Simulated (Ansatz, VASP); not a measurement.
# GaSb in two plane-wave programs, part 2 of 2

Aim: how closely do two programs agree when they are given the same cell, functional and k mesh? The cell is taken from a series of runs on this material, whose earlier steps may have relaxed, scaled, displaced or heated it; both programs get it as it stands.

VASP 6.6.1 and Ansatz 0.2.0.

So far: Starting point; VASP: zone-centre phonons, PBEsol.

### Step 2. VASP: zone-centre phonons, PBEsol (continued)

Level of this step: PBEsol; plane waves and PAW (Ga_d, Sb) (VASP).

Numbers of over 12 decimals in the logs are rounded to 6 here.

Parts of OUTCAR (step 2):

```text
ion  position               nearest neighbor table
   1  0.000  0.000  0.000-   2 2.69   2 2.69   2 2.69   2 2.69
   2  0.750  0.750  0.750-   1 2.69   1 2.69   1 2.69   1 2.69

  LATTYP: Found a body centered tetragonal cell.
 ALAT       =     4.4944025483
 C/A-ratio  =     1.3085791252

 Subroutine GETGRP returns: Found  2 space group operations
 (whereof  2 operations were pure point group operations)

The static configuration has the point symmetry C_1h.

   k-points           NKPTS =   1728   k-points in BZ     NKDIM =   1728   number of bands    NBANDS=     15

   dimension x,y,z NGX =    32 NGY =   32 NGZ =   36
   dimension x,y,z NGXF=    64 NGYF=   64 NGZF=   72

   ENCUT  =  500.0 eV  36.75 Ry    6.06 a.u.   7.89  7.89  8.19*2*pi/ulx,y,z

   NELECT =      18.0000    total number of electrons

 k-points in reciprocal lattice and weights: Points of the shifted mesh
   0.04166667  0.04166667  0.04166667       0.001
   0.04166667  0.04166667  0.12500000       0.001
   0.04166667  0.04166667  0.20833333       0.001
   0.04166667  0.04166667  0.29166667       0.001
   0.04166667  0.04166667  0.37500000       0.001
   0.04166667  0.04166667  0.45833333       0.001
   0.04166667  0.04166667  0.54166667       0.001
   0.04166667  0.04166667  0.62500000       0.001
   0.04166667  0.04166667  0.70833333       0.001
[...]
0.95833333  0.95833333  0.87500000       0.001
   0.95833333  0.95833333  0.95833333       0.001

 average (electrostatic) potential at core
       1 -65.8624       2 -87.8283

  Total       -1.0446309     -1.0446309      0.0245682     -0.0013849     -0.0024288     -0.0024289
  in kB      -28.1765321    -28.1765321      0.6626702     -0.0373539     -0.0655114     -0.0655127
  external PRESSURE =     -18.5634647 kB  Pullay stress =       0.0000000 kB

  energy-cutoff  :      500.00
  volume of cell :       59.40
      direct lattice vectors                 reciprocal lattice vectors
     0.000000000  3.178022519  2.940640677    -0.157330540  0.157330540  0.170030974
     3.178022519  0.000000000  2.940640677     0.157330540 -0.157330540  0.170030974
     3.178022519  3.178022519  0.000000000     0.157330540  0.157330540 -0.170030974

 POSITION                                       TOTAL-FORCE (eV/Angst)
 -----------------------------------------------------------------------------------
      0.00013      0.00013      0.00002         0.000417      0.000417      0.000042
      4.76691      4.76691      4.41094        -0.000417     -0.000417     -0.000042
 -----------------------------------------------------------------------------------
    total drift:                               -0.000019     -0.000019     -0.000053

 Eigenvectors and eigenvalues of the dynamical matrix
 ----------------------------------------------------

   1 f  =    6.291112 THz    39.528223 2PiTHz  209.848910 cm-1    26.017937 meV
             X         Y         Z           dx          dy          dz
      0.000129  0.000129  0.000022     0.562701    0.562701    0.057240
      4.766905  4.766905  4.410939    -0.425234   -0.425234   -0.042538

   2 f  =    6.282655 THz    39.475083 2PiTHz  209.566798 cm-1    25.982960 meV
             X         Y         Z           dx          dy          dz
      0.000129  0.000129  0.000022     0.564202   -0.564202    0.000000
      4.766905  4.766905  4.410939    -0.426235    0.426235   -0.000000

   3 f  =    6.232545 THz    39.160235 2PiTHz  207.895324 cm-1    25.775724 meV
             X         Y         Z           dx          dy          dz
      0.000129  0.000129  0.000022     0.039966    0.039966   -0.795478
      4.766905  4.766905  4.410939    -0.030753   -0.030753    0.601771

   4 f/i=    0.001440 THz     0.009047 2PiTHz    0.048030 cm-1     0.005955 meV
             X         Y         Z           dx          dy          dz
      0.000129  0.000129  0.000022     0.247069    0.247069   -0.492215
      4.766905  4.766905  4.410939     0.326329    0.326329   -0.650121

   5 f/i=    0.005144 THz     0.032321 2PiTHz    0.171588 cm-1     0.021274 meV
             X         Y         Z           dx          dy          dz
      0.000129  0.000129  0.000022     0.426235   -0.426235    0.000000
      4.766905  4.766905  4.410939     0.564202   -0.564202    0.000000

   6 f/i=    0.006680 THz     0.041973 2PiTHz    0.222829 cm-1     0.027627 meV
             X         Y         Z           dx          dy          dz
      0.000129  0.000129  0.000022    -0.347458   -0.347458   -0.348801
      4.766905  4.766905  4.410939    -0.460152   -0.460152   -0.461957

 ELASTIC MODULI CONTR FROM IONIC RELAXATION (kBar)
 Direction    XX          YY          ZZ          XY          YZ          ZX
 --------------------------------------------------------------------------------
 XX          -0.0035      0.0023      0.0000     -0.1674      0.4978     -0.4371
 YY           0.0023     -0.0035      0.0000     -0.3699     -0.2534      0.5195
 ZZ           0.0000      0.0000     -0.0023      0.2748      0.3445      0.3318
 XY          -0.1674     -0.3699      0.2748   -152.9182      3.8843     -0.9987
 YZ           0.4978     -0.2534      0.3445      3.8843   -127.6340      2.5920
 ZX          -0.4371      0.5195      0.3318     -0.9987      2.5920   -129.8477
 --------------------------------------------------------------------------------
```

### Step 3. Ansatz: zone-centre phonons, PBEsol

Ansatz runs on its PAW soft_1 files.

The same cell, functional, mesh and smearing now go to Ansatz, which takes its cutoff from its data sets.

input.yaml

```yaml
crystal:
  lattice:
    - [0.0, 3.1780225193, 2.9406406775]
    - [3.1780225193, 0.0, 2.9406406775]
    - [3.1780225193, 3.1780225193, 0.0]
  atoms:
    - { symbol: Ga, position: [3.7404e-06, 3.7404e-06, 3.67322e-05] }
    - { symbol: Sb, position: [0.7499962596, 0.7499962596, 0.7499632678] }
kpoints:
  mp_grid: { grid: [12, 12, 12], shift: [0.5, 0.5, 0.5] }
hamiltonian:
  xc: pbesol
  pseudopotentials: { kind: paw, azcp: { folder: soft_1 }, xc_functional: pbe }
scf:
  occupations: { method: gaussian, width: 0.015 }
output:
  eigenvalues: true
phonons:
  method: dfpt
```

On the command line:

```sh
ansatz run input.yaml --threads 4 --pin off --max-ram 10240MiB --backend cpu --events-out ev --progress --plain --runs-dir out
```

The program printed:

```text
Engine: ansatz 0.2.0, x86_64-unknown-linux-gnu
Pseudopotentials: kind: paw
Pseudopotential: Ga, paw, valence charge 13, recommended cutoff 420 eV (normal), soft_1/Ga.paw.azcp
Pseudopotential: Sb, paw, valence charge 15, recommended cutoff 420 eV (normal), soft_1/Sb.paw.azcp
Functional definition: PBEsol
  exchange = pbesol_x
  correlation = pbesol_c
Crystal: 2 atoms, lattice volume = 59.400 Å³
Basis set: ecut = 420 eV, 1169 PW (Γ), exchange–correlation on 60×60×64 points (8 copies of the dense FFT grid, shifted against one another)
Bands: 18, of which v1, the nominal top of the filled ones, is band 14 counted from 1 (13 counted from 0)
Symmetry: 2 space group operations
k-points: 864 of 1728 (irreducible under 1 space group operation, time reversal used)
Non-local potential: Ga, projectors of the file, l = 0: 2, l = 1: 2, l = 2: 3, l = 3: 1
Non-local potential: Sb, projectors of the file, l = 0: 2, l = 1: 2, l = 2: 2, l = 3: 1
PAW form: soft (Blöchl's): semilocal exchange-correlation on the pseudo side does not see the compensation charge
PAW frozen core: Ga, regenerated for the run's functional, and the local potential with it (the file was generated under x = pbe(κ = 0.804, μ = 0.219515), c = pbe(β = 0.066725))
PAW frozen core: Sb, regenerated for the run's functional, and the local potential with it (the file was generated under x = pbe(κ = 0.804, μ = 0.219515), c = pbe(β = 0.066725))
PAW one-centre angular grid: Ga, 590 points (default); XC on 64 Gauss nodes
PAW one-centre angular grid: Sb, 590 points (default); XC on 64 Gauss nodes
Initial density: superposition of atomic densities (chi_scale 0.1, normalization cell, long waves kept (reshape's long-wave potential 0.00 eV rms))
Initial wavefunctions: pseudopotential atomic-orbital guess
Functional: x = pbesol(κ = 0.804, μ = 0.123457), c = pbesol(β = 0.046)
SCF iter   1: F=—  HF=-10151.657389 eV  |F-HF|=—  |Δ(HF+E_count)|=         —  Δρ=3.04e-2  dr2=3.90e-1  ethr=3.10e-3  ⟨swp⟩=6.1  Hψ=83017  notcnv=0
preconditioner: auto → none  [insulator: Δε(μ)=0.172 eV  Ē_g=14.547 eV  σ=0.015 eV  W_gap=1.00  n_scr=14 (ndim 8)  ℏωp=20.4 eV  f_vac=0.011  D(μ)=0.00/eV (n_scr^D=0)  ε∞_Penn≈3.0]
SCF iter   2: F=—  HF=-10151.583147 eV  |F-HF|=—  |Δ(HF+E_count)|=   7.42e-2  Δρ=1.38e-2  dr2=6.69e-2  ethr=1.39e-3  ⟨swp⟩=2.0  Hψ=25943  notcnv=0
SCF iter   3: F=—  HF=-10151.580975 eV  |F-HF|=—  |Δ(HF+E_count)|=   2.17e-3  Δρ=5.01e-3  dr2=1.53e-2  ethr=2.39e-4  ⟨swp⟩=2.5  Hψ=27294  notcnv=0
SCF iter   4: F=—  HF=-10151.574191 eV  |F-HF|=—  |Δ(HF+E_count)|=   6.78e-3  Δρ=7.51e-4  dr2=1.84e-4  ethr=5.46e-5  ⟨swp⟩=3.0  Hψ=30135  notcnv=0
SCF iter   5: F=—  HF=-10151.574179 eV  |F-HF|=—  |Δ(HF+E_count)|=   1.20e-5  Δρ=3.53e-4  dr2=2.66e-5  ethr=6.58e-7  ⟨swp⟩=2.0  Hψ=23333  notcnv=0
SCF iter   6: F=—  HF=-10151.574183 eV  |F-HF|=—  |Δ(HF+E_count)|=   3.43e-6  Δρ=3.01e-5  dr2=3.95e-7  ethr=9.50e-8  ⟨swp⟩=2.0  Hψ=27066  notcnv=0
SCF iter   7: F=—  HF=-10151.574183 eV  |F-HF|=—  |Δ(HF+E_count)|=   8.92e-8  Δρ=6.10e-6  dr2=1.84e-8  ethr=1.41e-9  ⟨swp⟩=2.0  Hψ=27648  notcnv=0
SCF iter   8: F=—  HF=-10151.574183 eV  |F-HF|=—  |Δ(HF+E_count)|=   2.03e-8  Δρ=8.40e-7  dr2=4.12e-10  ethr=6.56e-11  ⟨swp⟩=2.0  Hψ=23048  notcnv=0
SCF iter   9: F=-10151.574183 eV  HF=-10151.574183 eV  |F-HF|=7.28e-12  |Δ(HF+E_count)|=  3.57e-10  Δρ=1.66e-7  dr2=8.30e-12  ethr=1.00e-12  ⟨swp⟩=5.0  Hψ=85768  notcnv=0
SCF 1 converged in 9 iterations: F = -10151.574183 eV  dr2 = 8.30e-12
  greatest PAW one-centre occupation: 0.996 electrons in one spin orbital (limit 2), on the Sb atom at site 1 (counted from 0), in its partial waves of l = 2
DFPT response loops at Γ: preconditioner auto → Resta (q_TF=auto, 2.407 Å⁻¹)  ε∞=19.1 (no band partly filled); β = 1.00, the filter's whole step (`scf.mixing.beta` (0.50) is not read by the response loops at its default; to damp them type it under 1.00, their step now; it binds the ground state too); Broyden in place of MSR1
SCF converged after 9 iterations
Free energy (F): -10151.574183 eV
Harris-Foulkes:  -10151.574183 eV  (|F-HF|=7.28e-12)
Internal energy: -10151.574183 eV  (E = F + TS)
E sigma→0 (E₀):  -10151.574183 eV
Fermi energy:    7.345842 eV
--- Per-component energies (eV) ---
  E_band       = -272.392641
  E_kinetic    = 274.618680
  E_local      = -3425.753503  (includes V_loc(G=0)·N_el)
  E_nonlocal   = 299.211522
  E_hartree    = 1744.959214
  E_xc         = -159.900571
  E_vxc        = -145.424697  (∫ρ·V_xc dr)
  E_paw        = -6420.217018  (= ΣΔE_a)
  E_vpaw       = -764.962940  (= ΣTr[D̂ρ^β])
  E_aug_tail   = -0.000064  (compensation charges beyond the density's cutoff)
  E_ewald      = -2465.687276
  E_core_change = 1.194834  (= ΣΔE_core)
  E_smearing   = -0.000000  (= −TS)
  E_closure    = -0.000000  (closes the sum)
  Σ components = -10151.574183   (vs F -10151.574183, Δ=0.00e0)
--- Band table (eV; the first three rows and the last of 864) ---
  k-point 0: bands = [... 10 lower, -4.0211, 6.4116, 7.0386, 7.2633, 7.6285, 9.8889, 10.1295, 10.1499]
  k-point 1: bands = [... 10 lower, -3.9339, 5.4444, 6.9633, 7.0636, 8.0895, 10.2153, 10.2654, 10.3697]
  k-point 2: bands = [... 10 lower, -3.7154, 4.2208, 6.6947, 6.7061, 8.1797, 10.4958, 10.7213, 11.1842]
  k-point 863: bands = [... 10 lower, -2.4964, 1.0213, 5.6990, 6.2989, 7.6268, 10.7356, 11.2386, 13.7052]
--- Phonons (Γ-DFPT): 4 representative perturbations + reference, on 864 of 1728 k-points (Σ response iterations 12) ---
  k mesh reduced under 1 symmetry operation, with k and −k counted as one. Each operation leaves every solved perturbation unchanged. A smaller set is not used because it would not reduce the number of displacements times k-points to solve
  ASR residual: 2.704e-4 → 0.000e0 eV/Å²; symmetrization residual: 1.016e-5 eV/Å²
  ASR residual per site (eV/Å²): 2.70e-4 7.06e-5
  Γ frequencies (cm⁻¹): 0.00 0.00 0.00 206.62 208.09 208.41
  non-analytic LO–TO correction: not included (Born effective charges unavailable; polar crystals: no LO–TO splitting at Γ)
```

In the SCF lines HF is the Harris–Foulkes energy and dr2 the Hartree energy of the density residual, in eV; the loop may stop once dr2 is under the threshold and the program's other checks hold. Hψ counts applications of the Hamiltonian.

### Step 4. Side by side

Known differences besides the potentials themselves: the data sets hold 28 valence electrons in Ansatz (on its PAW soft_1 files) and 18 in VASP; the cutoff is 420 eV in Ansatz and 500 eV in VASP; Ansatz makes its cores anew for this functional, VASP keeps those of its PBE data sets. Total energies have different zeros and are not compared.

Compared:

| quantity | Ansatz | VASP | difference |
| --- | --- | --- | --- |
| optical mode 1 (cm⁻¹) | 206.6 | 207.9 | -0.61 % |
| optical mode 2 (cm⁻¹) | 208.1 | 209.6 | -0.70 % |
| optical mode 3 (cm⁻¹) | 208.4 | 209.8 | -0.69 % |

Modes are paired by rising frequency, not by their patterns, so a pair may set unlike modes beside each other; they are those without the splitting of longitudinal modes.

### Step 5. Summary of results

| Item | Value |
| --- | --- |
| r.m.s. difference of the optical zone-centre modes, each program's sorted by frequency (zone-centre phonons, PBEsol) | 1.4 cm⁻¹ |
| difference in optical mode 2 (zone-centre phonons, PBEsol) | -0.7 % |

In words: The r.m.s. difference of the optical zone-centre modes, each program's sorted by frequency is 1.4 cm⁻¹ (zone-centre phonons, PBEsol). The data sets hold unlike numbers of valence electrons (28 in Ansatz and 18 in VASP), so part of the differences comes from the potentials. Among the rows given in per cent, the largest difference of the zone-centre phonons, PBEsol pair is in optical mode 2, -0.7 %. How closely two codes agree says nothing of how well the functional describes the real material.

[Lines on the potential files, build, host, timing and source positions are cut from VASP's logs without a mark.]

[Logs are printed without paths, hosts, clocks, repeated set-up lines and the standing remarks that a program may print on its own settings, such as how far it seeks lower states.]

[Hosts, paths, dates, database ids (printed as entryN), source tags and the programs' standing remarks are cut or masked in the printed files.]
